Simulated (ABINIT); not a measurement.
# Ga2Se in ABINIT: notebook, part 2 of 2

ABINIT 10.8.3 (patched build). Earlier steps stand in the parts before.

## (3) Band structure, PBEsol

run.abi reads:

```
# Datasets: ground state, then fixed potential
ndtset 2

# Pseudopotentials
pp_dirpath "./"
pseudos "Ga.GGA_PBE-JTH.xml, Se.GGA_PBE-JTH.xml"

# Structure
acell 7.1321675474 7.1321675474 49.3983153116
rprim
     1.0000000000     0.0000000000     0.0000000000
    -0.5000000000     0.8660254038     0.0000000000
     0.0000000000     0.0000000000     1.0000000000
ntypat 2
znucl 31 34
natom 6
typat 1 1 2 2 1 1
xred
     0.6666666667     0.3333333333     0.2869115241
     0.6666666667     0.3333333333     0.3800913625
     0.3333333333     0.6666666667     0.4242390508
     0.0000000000     0.0000000000     0.5757217354
     0.3333333333     0.6666666667     0.6199086375
     0.3333333333     0.6666666667     0.7130884759
chkprim 0
chksymtnons 0
tolsym 1.0e-6

# Plane-wave basis
ecut 17.0
pawecutdg 34.0
pawxcdev 0

# Exchange and correlation
ixc -116133

# Bands and occupations
occopt 3
tsmear 0.05 eV

# SCF cycle
nstep 120

# Output
iomode 3
prtwf 0
prteig 0
prtebands 0
prtden1 1
prtvha1 1
prtvclmb1 1
prtpot1 1

# Dataset 1
kptopt1 1
ngkpt1 8 8 1
nshiftk1 1
shiftk1 0.0 0.0 0.0
nband1 39
tolvrs1 1.0e-9

# Dataset 2: bands along G-M-K-G-A-L-H-A
iscf2 -2
getden2 1
nband2 45
nbdbuf2 4
tolwfr2 1.0e-11
kptopt2 -7
ndivsm2 6
prteig2 1
prtvol2 -3
kptbounds2
     0.0000000000     0.0000000000     0.0000000000
     0.5000000000     0.0000000000     0.0000000000
     0.3333333333     0.3333333333     0.0000000000
     0.0000000000     0.0000000000     0.0000000000
     0.0000000000     0.0000000000     0.5000000000
     0.5000000000     0.0000000000     0.5000000000
     0.3333333333     0.3333333333     0.5000000000
     0.0000000000     0.0000000000     0.5000000000
```

Potentials or basis: JTH PAW PBE v2.0.

Launch:

```sh
$ mpirun --bind-to none -np 4 abinit run.abi > log 2>&1
```

run.abo:

```text
.Version 10.8.3 of ABINIT
 DATASET    1 : space group P3 m 1 (#156); Bravais hP (primitive hexag.)
================================================================================
 Values of the parameters that define the memory need for DATASET  1.
     intxc =       0    ionmov =       0      iscf =      17    lmnmax =      18
     lnmax =       6     mgfft =     192  mpssoang =       3    mqgrid =   12967
     natom =       6  nloc_mem =       2    nspden =       1   nspinor =       1
    nsppol =       1      nsym =       6    n1xccc =       1    ntypat =       2
    occopt =       3   xclevel =       2
       mpw =        7357          nfft =      172800          nkpt =          10
Pmy_natom=         2
 PAW method is used; the additional fine FFT grid is defined by:
   mgfftf=       270    nfftf =    432000
================================================================================
================================================================================

 DATASET    2 : space group P3 m 1 (#156); Bravais hP (primitive hexag.)
================================================================================
 Values of the parameters that define the memory need for DATASET  2.
     intxc =       0    ionmov =       0      iscf =      -2    lmnmax =      18
     lnmax =       6     mgfft =     192  mpssoang =       3    mqgrid =   12967
     natom =       6  nloc_mem =       2    nspden =       1   nspinor =       1
    nsppol =       1      nsym =       6    n1xccc =       1    ntypat =       2
    occopt =       3   xclevel =       2
       mpw =        7400          nfft =      172800          nkpt =         269
Pmy_natom=         2
 PAW method is used; the additional fine FFT grid is defined by:
   mgfftf=       270    nfftf =    432000
================================================================================
================================================================================

--------------------------------------------------------------------------------
------------- Echo of variables that govern the present computation ------------
--------------------------------------------------------------------------------
 -outvars: echo values of preprocessed input variables --------
            acell      7.1321675474E+00  7.1321675474E+00  4.9398315312E+01 Bohr
              amu      6.97230000E+01  7.89600000E+01
          chkprim           0
      chksymtnons           0
             ecut      1.70000000E+01 Hartree
           getden1          0
           getden2          1
             iscf1         17
             iscf2         -2
              ixc     -116133
           jdtset        1    2
           kptopt1          1
           kptopt2         -7
         kptrlatt        8    0    0      0    8    0      0    0    1
          kptrlen1     5.70573404E+01
          kptrlen2     3.00000000E+01
            natom           6
            nband1         39
            nband2         45
           nbdbuf1          0
           nbdbuf2          4
           ndtset           2
           ndivsm1          0
           ndivsm2          6
            ngfft          30      30     192
          ngfftdg          40      40     270
             nkpt1         10
             nkpt2        269
            nstep         120
             nsym           6
           ntypat           2
[... 4378 lines left out ...]
  3.40E-12  4.32E-12  2.45E-12  7.80E-12  7.85E-12  7.20E-12  7.63E-12  7.19E-12
  8.23E-12  2.24E-12  6.40E-12  2.23E-12  2.09E-12  3.69E-12  6.75E-12  4.26E-12
  2.55E-12  1.09E-07  7.82E-07  2.49E-06  2.62E-06
 -6.0846E-01 -6.0841E-01 -6.0461E-01 -6.0461E-01 -6.0458E-01 -6.0458E-01
 -6.0328E-01 -6.0328E-01 -6.0326E-01 -6.0326E-01 -5.9848E-01 -5.9848E-01
 -5.9835E-01 -5.9835E-01 -5.9459E-01 -5.9450E-01 -5.9450E-01 -5.9444E-01
 -5.9439E-01 -5.9439E-01 -5.7095E-01 -5.6926E-01 -3.2758E-01 -3.2594E-01
 -2.2185E-01 -2.1222E-01 -1.0430E-01 -1.0430E-01 -1.0342E-01 -1.0342E-01
 -8.8703E-02 -6.8480E-02  7.7175E-04  7.9422E-03  9.6499E-02  9.6499E-02
  9.7012E-02  9.7012E-02  9.7582E-02  9.9916E-02  1.3375E-01  1.5562E-01
  1.6977E-01  1.6999E-01  1.7025E-01

--- !ResultsGS
iteration_state: {dtset: 2, }
comment   : Summary of ground state results
lattice_vectors:
- [  7.1321675,   0.0000000,   0.0000000, ]
- [ -3.5660838,   6.1766383,   0.0000000, ]
- [  0.0000000,   0.0000000,  49.3983153, ]
lattice_lengths: [   7.13217,    7.13217,   49.39832, ]
lattice_angles: [ 90.000,  90.000, 120.000, ] # degrees, (23, 13, 12)
lattice_volume:   2.1761350E+03
convergence: {deltae:  0.000E+00, res2:  0.000E+00, residm:  9.998E-12, diffor:  0.000E+00, }
etotal    :  -3.35358226E+02
entropy   :   0.00000000E+00
fermie    :  -6.32321606E-02
cartesian_stress_tensor: null
pressure_GPa: null
xred      :
- [  6.6667E-01,   3.3333E-01,   2.8691E-01, Ga]
- [  6.6667E-01,   3.3333E-01,   3.8009E-01, Ga]
- [  3.3333E-01,   6.6667E-01,   4.2424E-01, Se]
- [ -3.3333E-11,   3.3333E-11,   5.7572E-01, Se]
- [  3.3333E-01,   6.6667E-01,   6.1991E-01, Ga]
- [  3.3333E-01,   6.6667E-01,   7.1309E-01, Ga]
cartesian_forces: null
force_length_stats: {min: null, max: null, mean: null, }
...

 Integrated electronic density in atomic spheres:
 ------------------------------------------------
 Atom  Sphere_radius  Integrated_density
    1        2.10359         10.92134762
    2        2.10359         11.06187868
    3        2.21132          3.94561516
    4        2.21132          3.94945219
    5        2.10359         11.06156136
    6        2.10359         10.92146146

================================================================================

 ----iterations are completed or convergence reached----

 Mean square residual over all n,k,spin=   62.816E-13; max=  99.978E-13
 reduced coordinates (array xred) for    6 atoms
       0.666666666633      0.333333333367      0.286911524100
       0.666666666633      0.333333333367      0.380091362500
       0.333333333300      0.666666666700      0.424239050800
      -0.000000000033      0.000000000033      0.575721735400
       0.333333333300      0.666666666700      0.619908637500
       0.333333333300      0.666666666700      0.713088475900

 cartesian coordinates (angstrom) at end:
    1      1.88709026374408     1.08951207199524     7.49999999455749
    2      1.88709026374408     1.08951207199524     9.93576408484650
    3     -0.00000000018871     2.17902414388154    11.08980508423948
    4     -0.00000000018871     0.00000000010895    15.04963255104967
    5     -0.00000000018871     2.17902414388154    16.20469861731896
    6     -0.00000000018871     2.17902414388154    18.64046270760796
 length scales=  7.132167547400  7.132167547400 49.398315311600 bohr
              =  3.774180527866  3.774180527866 26.140462702165 angstroms
 Eigenvalues (hartree) for nkpt= 269  k points:
 kpt#   1, nband= 45, wtk=  1.00000, kpt=  0.0000  0.0000  0.0000 (reduced coord)
  -0.60846   -0.60841   -0.60461   -0.60461   -0.60458   -0.60458   -0.60328   -0.60328
  -0.60325   -0.60325   -0.59848   -0.59848   -0.59835   -0.59835   -0.59459   -0.59450
  -0.59450   -0.59444   -0.59439   -0.59439   -0.57095   -0.56926   -0.32758   -0.32594
  -0.22185   -0.21222   -0.10430   -0.10430   -0.10342   -0.10342   -0.08870   -0.06848
   0.00077    0.00794    0.09650    0.09650    0.09663    0.09701    0.09701    0.10134
   0.13118    0.16531    0.16983    0.17011    0.17085
 kpt#   2, nband= 45, wtk=  1.00000, kpt=  0.0104  0.0000  0.0000 (reduced coord)
  -0.60846   -0.60841   -0.60461   -0.60461   -0.60458   -0.60458   -0.60328   -0.60328
  -0.60326   -0.60325   -0.59850   -0.59848   -0.59837   -0.59835   -0.59465   -0.59453
  -0.59450   -0.59441   -0.59439   -0.59430   -0.57090   -0.56921   -0.32754   -0.32590
  -0.22183   -0.21221   -0.10467   -0.10438   -0.10400   -0.10349   -0.08845   -0.06845
   0.00110    0.00827    0.09619    0.09653    0.09654    0.09681    0.09705    0.10141
   0.13125    0.16533    0.16976    0.16999    0.17012
 kpt#   3, nband= 45, wtk=  1.00000, kpt=  0.0208  0.0000  0.0000 (reduced coord)
  -0.60846   -0.60841   -0.60461   -0.60460   -0.60458   -0.60458   -0.60329   -0.60328
  -0.60327   -0.60326   -0.59856   -0.59847   -0.59842   -0.59834   -0.59474   -0.59462
[... 985 lines left out ...]
  -0.60844   -0.60839   -0.60462   -0.60459   -0.60457   -0.60454   -0.60342   -0.60339
  -0.60328   -0.60326   -0.59909   -0.59896   -0.59842   -0.59829   -0.59499   -0.59488
  -0.59450   -0.59440   -0.59372   -0.59362   -0.56930   -0.56763   -0.32622   -0.32460
  -0.22093   -0.21185   -0.11870   -0.11573   -0.10676   -0.10576   -0.08414   -0.06763
   0.01128    0.01809    0.08542    0.08669    0.09750    0.09801    0.09986    0.10251
   0.13565    0.15560    0.15721    0.16060    0.16938
 kpt# 145, nband= 45, wtk=  1.00000, kpt=  0.0729  0.0000  0.5000 (reduced coord)
  -0.60843   -0.60839   -0.60462   -0.60460   -0.60455   -0.60453   -0.60347   -0.60344
  -0.60329   -0.60326   -0.59927   -0.59914   -0.59839   -0.59826   -0.59504   -0.59492
  -0.59451   -0.59440   -0.59357   -0.59347   -0.56872   -0.56706   -0.32573   -0.32412
  -0.22062   -0.21175   -0.12287   -0.11925   -0.10760   -0.10658   -0.08328   -0.06739
   0.01442    0.02107    0.08185    0.08359    0.09776    0.09827    0.10065    0.10341
   0.13631    0.15257    0.15361    0.16090    0.16928
 kpt# 146, nband= 45, wtk=  1.00000, kpt=  0.0833  0.0000  0.5000 (reduced coord)
  -0.60843   -0.60838   -0.60463   -0.60460   -0.60454   -0.6045
```

It took 13 min on 4 MPI ranks of Arm Neoverse V1, shared host; peak memory 2.1 GiB.

What came out:

```yaml
Free_energy: -9125.5622 eV
Largest_force: 0.617 eV/Å
Band_gap_on_the_k_mesh: none (metal or under the smearing width)
Valence_electrons_inside_the_program's_atomic_spheres: Ga 10.92, 11.06; Se 3.95
```

Forces on the atoms (eV/Å):
```
Ga   0.000  0.000 -0.615
Ga   0.000  0.000  0.414
Se   0.000  0.000  0.238
Se   0.000  0.000 -0.232
Ga   0.000  0.000 -0.422
Ga   0.000  0.000  0.617
```

Levels at the corners of the path, in eV from the Fermi level:
```
point  band 29  band 30  band 31  band 32  band 33  band 34  band 35  band 36
    Γ    -1.09    -1.09    -0.69    -0.14     1.74     1.94     4.35     4.35
    M    -2.40    -2.36    -0.59    -0.56    -0.16    -0.07     2.40     2.45
    K    -2.47    -2.46     0.06     0.06     0.32     0.32     0.64     0.65
    Γ    -1.09    -1.09    -0.69    -0.14     1.74     1.94     4.35     4.35
    A    -1.09    -1.09    -0.69    -0.14     1.74     1.94     4.35     4.35
    L    -2.40    -2.36    -0.59    -0.56    -0.16    -0.07     2.40     2.45
    H    -2.47    -2.46     0.06     0.06     0.32     0.32     0.64     0.65
    A    -1.09    -1.09    -0.69    -0.14     1.74     1.94     4.35     4.35
```

Caveat: the slab has no dipole correction, so unlike faces share one vacuum level; the PAW data sets were made with another functional, which shifts forces and pressure a little.
